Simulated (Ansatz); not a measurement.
# What a trial cell of Ga relaxes into

The calculation used Ansatz, DFT PBEsol, scalar-relativistic, plane waves, PAW. Cutoff 420 eV, Γ-centred k mesh, Gaussian smearing, no spin polarisation in the final step.

The start puts Ga on the simple hexagonal structure type (P6/mmm, No. 191), at a guessed volume.

```xyz
1
Lattice="2.8879 0.0000 0.0000 -1.4440 2.5010 0.0000 0.0000 0.0000 2.6984" Properties=species:S:1:pos:R:3 pbc="T T T"
Ga    0.0000    0.0000    0.0000
```

Cell and atoms relax at zero pressure; the relaxation can't lower the symmetry of the start.

Energies count from the standard state of Ga at the same level.

What does it relax into?

It keeps P6/mmm (No. 191). The result has the simple hexagonal structure. Conventional cell: a = 2.794 Å, c = 2.681 Å. Around Ga lie 8 Ga at 2.68–2.79 Å.

Space group P6/mmm (No. 191). a = 2.794 Å, b = 2.794 Å, c = 2.681 Å, α = 90.00°, β = 90.00°, γ = 120.00°
```
atom site symmetry x y z
  Ga    1a     6/mmm  0.0000  0.0000  0.0000
```

What are its volume, energy, density and gap?

The volume per atom is 18.12 Å³, the density is 6.39 g/cm³ and the energy over the standard structure is 0.04 eV/atom. The gap on the 24×24×20 mesh is 0 eV (a metal).

The final run used a 24×24×20 mesh on its 1-atom cell and 0.10 eV smearing. For metals, differences of a few meV/atom aren't resolved. Symmetry constrained the relaxation, so the result can be a saddle point. The steps took of the order of 90 core-seconds in all.